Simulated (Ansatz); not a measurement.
An Ansatz input:

```yaml
crystal:
  lattice:
    - [0.0, 2.6419961587, 2.6419961587]
    - [2.6419961587, 0.0, 2.6419961587]
    - [2.6419961587, 2.6419961587, 0.0]
  atoms:
    - { symbol: Rh, position: [0.125, 0.125, 0.125], spin: 1.0 }
    - { symbol: Rh, position: [0.875, 0.875, 0.875], spin: 1.0 }
hamiltonian:
  xc: pbe
  pseudopotentials:
    kind: paw
    azcp:
      Rh: "pseudopotentials/Rh.paw.azcp"
basis:
  ecutwfc: 420
  fft_grid_basis: typed
kpoints:
  mp_grid: { grid: [16, 16, 16], shift: [0, 0, 0] }
magnetization:
  spin_polarized: true
scf:
  occupations: { method: fermi_dirac, width: 0.05 }
output:
  stress: true
```

Output

```
Engine: ansatz 0.2.0, aarch64-unknown-linux-gnu
Pseudopotentials: kind: paw
Pseudopotential: Rh, paw, valence charge 17, recommended cutoff 420 eV (normal) 
Functional definition: PBE
  parameter kappa = 0.804
  parameter beta = 0.06672455060314922
  exchange = pbe_x(kappa = kappa, mu = beta*pi^2/3)
  correlation = pbe_c(beta = beta)
Crystal: 2 atoms, lattice volume = 36.883 Å³
Basis set: ecut = 420 eV, 725 PW (Γ)
Bands: 22, of which v1, the nominal top of the filled ones, is band 17 counted from 1 (16 counted from 0)
Symmetry: 48 space group operations
Space group: Fd-3m (ITA 227), of the structure as read, at distance tolerance 3.3e-5 Å
Magnetic group: BNS 227.128 (UNI 1630), of the structure as read, at distance tolerance 3.3e-5 Å
k-points: 145 of 4096
Non-local potential: Rh, projectors of the file, l = 0: 3, l = 1: 2, l = 2: 2, l = 3: 1
PAW form: soft (Blöchl's): semilocal exchange-correlation on the pseudo side does not see the compensation charge
PAW one-centre angular grid: Rh, 590 points (default); XC on 64 Gauss nodes
Initial density: superposition of atomic densities (chi_scale 0.1, normalization cell)
Starting moments: Σ|m| = 2 μB on 2 of 2 sites
Initial wavefunctions: pseudopotential atomic-orbital guess
Functional: x = pbe(κ = 0.804, μ = 0.2195149727645171), c = pbe(β = 0.06672455060314922)
SCF iter   1: F=—  HF=-12804.435168 eV  |F-HF|=—  |Δ(HF+E_count)|=         —  Δρ=7.74e-2 (↑7.74e-2 ↓3.23e-2)  dr2=1.96e0  dr2_m=6.67e-1  M=0.248 μB ∫|m|=0.248 μB  β_m=0.30  ethr=3.10e-3  ⟨swp⟩=6.1  Hψ=28212  notcnv=0
Mixer restart at iter 1: flushing history
spin=Collinear: Kerker preconditioning applied to the charge; magnetization (m = ρ↑ − ρ↓) channel mixes plain (no charge-response kernel on spin).
SCF iter   2: F=—  HF=-12803.615187 eV  |F-HF|=—  |Δ(HF+E_count)|=   8.20e-1  Δρ=5.22e-2 (↑5.22e-2 ↓2.43e-2)  dr2=7.79e-1  dr2_m=3.43e-1  M=0.217 μB ∫|m|=0.217 μB  β_m=0.59  ethr=3.10e-3  ⟨swp⟩=2.0  Hψ=9957  notcnv=0
SCF iter   3: F=—  HF=-12803.230681 eV  |F-HF|=—  |Δ(HF+E_count)|=   3.85e-1  Δρ=9.33e-3 (↑6.78e-3 ↓9.33e-3)  dr2=1.55e-2  dr2_m=1.36e-2  M=0.059 μB ∫|m|=0.059 μB  β_m=0.79  ethr=2.29e-3  ⟨swp⟩=2.1  Hψ=10469  notcnv=0
SCF iter   4: F=—  HF=-12803.258829 eV  |F-HF|=—  |Δ(HF+E_count)|=   2.81e-2  Δρ=1.06e-3 (↑1.06e-3 ↓8.21e-4)  dr2=1.43e-3  dr2_m=3.15e-5  M=-0.002 μB ∫|m|=0.002 μB  β_m=0.85  ethr=4.55e-5  ⟨swp⟩=2.0  Hψ=13708  notcnv=0
SCF iter   5: F=—  HF=-12803.260995 eV  |F-HF|=—  |Δ(HF+E_count)|=   2.17e-3  Δρ=6.74e-4 (↑5.17e-4 ↓6.74e-4)  dr2=8.60e-4  dr2_m=5.20e-6  M=0.001 μB ∫|m|=0.002 μB  β_m=0.93  ethr=4.20e-6  ⟨swp⟩=2.3  Hψ=10298  notcnv=0
SCF iter   6: F=—  HF=-12803.261726 eV  |F-HF|=—  |Δ(HF+E_count)|=   7.31e-4  Δρ=1.85e-4 (↑1.84e-4 ↓1.85e-4)  dr2=5.39e-5  dr2_m=2.25e-7  M=-0.000 μB ∫|m|=0.000 μB  β_m=0.96  ethr=2.53e-6  ⟨swp⟩=2.2  Hψ=9918  notcnv=0
SCF iter   7: F=—  HF=-12803.261796 eV  |F-HF|=—  |Δ(HF+E_count)|=   7.01e-5  Δρ=7.01e-5 (↑6.87e-5 ↓7.01e-5)  dr2=4.45e-6  dr2_m=5.71e-9  M=-0.000 μB ∫|m|=0.000 μB  β_m=0.98  ethr=1.59e-7  ⟨swp⟩=2.4  Hψ=11505  notcnv=0
SCF iter   8: F=—  HF=-12803.261825 eV  |F-HF|=—  |Δ(HF+E_count)|=   2.93e-5  Δρ=2.85e-5 (↑2.85e-5 ↓2.73e-5)  dr2=1.02e-6  dr2_m=1.36e-9  M=0.000 μB ∫|m|=0.000 μB  β_m=0.99  ethr=1.31e-8  ⟨swp⟩=2.0  Hψ=9220  notcnv=0
SCF iter   9: F=—  HF=-12803.261825 eV  |F-HF|=—  |Δ(HF+E_count)|=   3.81e-7  Δρ=8.17e-6 (↑6.45e-6 ↓8.17e-6)  dr2=7.59e-8  dr2_m=4.08e-10  M=0.000 μB ∫|m|=0.000 μB  β_m=1.00  ethr=3.01e-9  ⟨swp⟩=2.0  Hψ=10752  notcnv=0
SCF iter  10: F=—  HF=-12803.261825 eV  |F-HF|=—  |Δ(HF+E_count)|=   1.01e-8  Δρ=6.80e-7 (↑6.51e-7 ↓6.80e-7)  dr2=3.93e-10  dr2_m=8.18e-12  M=0.000 μB ∫|m|=0.000 μB  β_m=1.00  ethr=2.23e-10  ⟨swp⟩=2.1  Hψ=9408  notcnv=0
SCF iter  11: F=-12803.261825 eV  HF=-12803.261825 eV  |F-HF|=1.02e-10  |Δ(HF+E_count)|=  8.84e-10  Δρ=3.41e-7 (↑3.41e-7 ↓3.11e-7)  dr2=1.82e-10  dr2_m=1.16e-13  M=-0.000 μB ∫|m|=0.000 μB  ethr=1.16e-12  ⟨swp⟩=1.0  Hψ=17075  notcnv=0
SCF 1 converged in 11 iterations: F = -12803.261825 eV  dr2 = 1.82e-10
WARN: the starting moments were not kept: the SCF closed with an absolute magnetisation of 5.5e-7 μB, where they sum to 2 μB in size (2 sites). That is at most 0.1 of that sum. Measured as dr2_m measures the in/out step, that magnetisation stands 9.6e-14 eV from none, at or under the dr2_threshold of 1.0e-7 eV: it is no larger than a step whose dr2_m would equal this threshold. The system may hold no moment; this SCF shows only that its start led to no more than that. To try another start: raise the starting moments (crystal.atoms[].spin, magnetization.per_species, magnetization.initial_magnetization, or on a non-collinear deck that types none of these the spinor_matrix: blocks that start its atoms; where the total moment is fixed, keep their sum and leave initial_magnetization as it is; typed ones take the place of any that the run laid by itself, positive ones on a crystal's lanthanoids without a Hubbard term where scf.initial_density.shell_occupations: [] is typed) or, if the notice of its spin-set hold's release reads "site moments contracting" or "site moments show no strong build", lengthen the hold (scf.mixing.spin_hold: { on: { confirm: 4 } }; for m-r²SCAN on two components see the key's manual first). Each may lead to a state that holds a moment. A second SCF, from the converged charge density, with the starting moments and any scf.initial_density.shell_occupations laid on it anew, would have followed, and was not run: the deck does not ask for one (magnetization.retry_lost_moments is false, the default). To let it run, set magnetization.retry_lost_moments: true and run the deck again, where that key's refused combinations let it; where memory then withholds it, that run's warning says so.
SCF converged after 11 iterations
Magnetization: -0.0000 μB (17.0000 up, 17.0000 down)
Absolute magnetization: 0.0000 μB (∫|ρ↑−ρ↓|, with the PAW one-centre terms)
Spin contamination: 0.0000 ħ² per cell (⟨S²⟩ above its minimum at these occupations)
Per-site moments (μB) at R_I (Å): [(-2.3675820934569797e-7, 0.94381476343073), (-2.3675820934850474e-7, 0.94381476343073)]
Free energy (F): -12803.261825 eV
Harris-Foulkes:  -12803.261825 eV  (|F-HF|=1.02e-10)
Internal energy: -12803.240633 eV  (E = F + TS)
E sigma→0 (E₀):  -12803.251229 eV
Entropy (-TS):   -0.021192 eV (-10.596 meV/atom)
Fermi energy:    15.882028 eV
--- Per-component energies (eV) ---
  E_band       = -406.733702
  E_kinetic    = 1149.797984
  E_local      = -4442.632006  (includes V_loc(G=0)·N_el)
  E_nonlocal   = 714.336444
  E_hartree    = 1636.425364
  E_xc         = -442.823647
  E_vxc        = -555.752144  (∫ρ·V_xc dr)
  E_paw        = -7175.882647  (= ΣΔE_a)
  E_vpaw       = -545.335456  (= ΣTr[D̂ρ^β])
  E_aug_tail   = 0.001807  (compensation charges beyond the density's cutoff)
  E_ewald      = -4242.463933
  E_smearing   = -0.021192  (= −TS)
  E_closure    = 0.000000  (closes the sum)
  Σ components = -12803.261825   (vs F -12803.261825, Δ=0.00e0)
--- Stress (GPa, compression-positive) ---
       22.578715      -0.000000      -0.000000
        0.000000      22.578715      -0.000000
       -0.000000       0.000000      22.578715
  P = ⅓ Tr σ = 22.5787 GPa (225.787 kbar)
```
